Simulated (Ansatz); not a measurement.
# All-electron card of CaSe

```
Ca Se
1.0
     5.02975    0.00000    0.00000
    -2.51488    4.35589    0.00000
     0.00000    0.00000    5.89286
Ca Se
2 2
Direct
  0.33333 0.66667 0.93811
  0.66667 0.33333 0.43811
  0.33333 0.66667 0.43789
  0.66667 0.33333 0.93789
```

Atom numbers follow the list: Ca1, Ca2, Se3, Se4.

The structure comes from a relaxation in the same program, started in the wurtzite type, and has space group P6_3/mmc. Whether it is a known phase or the ground state wasn't checked. The relaxation left the symmetry of that type.

Methods: DFT, PBE, all-electron LAPW, scalar-relativistic (Ansatz 0.2.0); DFT, PBE, PAW with Ansatz's default frozen-core files, scalar-relativistic (Ansatz 0.2.0); DFT, PBE, all-electron PAW with datasets made for the crystal, scalar-relativistic (Ansatz 0.2.0).

For LAPW: a Γ-centred 9×9×5 k mesh, Fermi–Dirac smearing of 0.05 eV, basis error target 1 meV/atom, no spin polarisation. PAW takes a cutoff of 420 eV at this cell. The crystal-made all-electron datasets (AE datasets) take a cutoff of 200 eV at this cell. The Ansatz runs share mesh, smearing and spin set-up. Values come from LAPW unless marked.

```yaml
Field_gradients_Vzz_crystal-made_datasets: Ca1 -1.11 (η = 0.00), Se3 -0.58 (η = 0.00) in 10²¹ V/m²
Löwdin_charges_with_0.52_e_of_the_cell_spilling_out_of_the_atomic_basis_so_their_sizes_and_signs_hang_on_that_basis: Ca1 1.57, Se3 -1.31 e
Smallest_direct_gap_on_the_path: 2.55 eV
Volume_per_atom: 32.28 Å³
Pressure_at_this_cell: 0.1 kbar
```

Give the computed value. Bader charges (from the PAW run).

Ca1 +1.45, Se3 -1.45 e.

Give the computed value. Band gap.

2.48 eV, indirect from Γ to K (0.333, 0.333, 0).
